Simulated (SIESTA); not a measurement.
Crystal: InSe.

```xyz
4
Lattice="2.0000 1.1547 8.4400 -2.0000 1.1547 8.4400 0.0000 -2.3094 8.4400" Properties=species:S:1:pos:R:3 pbc="T T T"
In    0.0000    0.0000   22.4994
In    0.0000    0.0000    0.0000
Se    0.0000    0.0000    4.3525
Se    0.0000    0.0000    9.7102
```

Base run:

```yaml
Program: SIESTA 5.4.2
Functional: PBEsol
Potentials_or_basis: PseudoDojo 0.4 standard (PBEsol files, fully relativistic)
Basis: TZP (energy shift 0.002 Ry; radii capped at 9.5 bohr)
Grid_cutoff: 500 Ry
Energy_shift: 0.002 Ry
k_mesh: 6 × 6 × 6
Occupations: fermi-dirac, width 0.05 eV
Spin: non-collinear spin, zero start, spin-orbit coupling
Starting_moments: "[[0.0, 0.0, 0.0], [0.0, 0.0, 0.0], [0.0, 0.0, 0.0], [0.0, 0.0, 0.0]] μB"
```

Its results: band gap on the k mesh 0.25 eV, direct; pressure 1.7 GPa; net moment 0.00 μB per cell; largest force 0.557 eV/Å.

**Question.** The run is repeated on the same cell with these changes: basis from TZP (energy shift 0.002 Ry; radii capped at 9.5 bohr) to DZP (energy shift 0.003 Ry; two zetas on semicore shells); energy shift from 0.002 Ry to 0.003 Ry. What comes out?

**Answer.** Band gap on the k mesh 0.31 eV, direct; pressure 1.1 GPa; net moment 0.00 μB per cell; largest force 0.546 eV/Å.

Caveats: the basis of atomic orbitals isn't converged, which shifts pressures, moduli and gaps; semicore shells carry a single zeta, which can move pressures by several GPa and volumes by a few percent (some runs).

Not every run made on this cell is shown here.
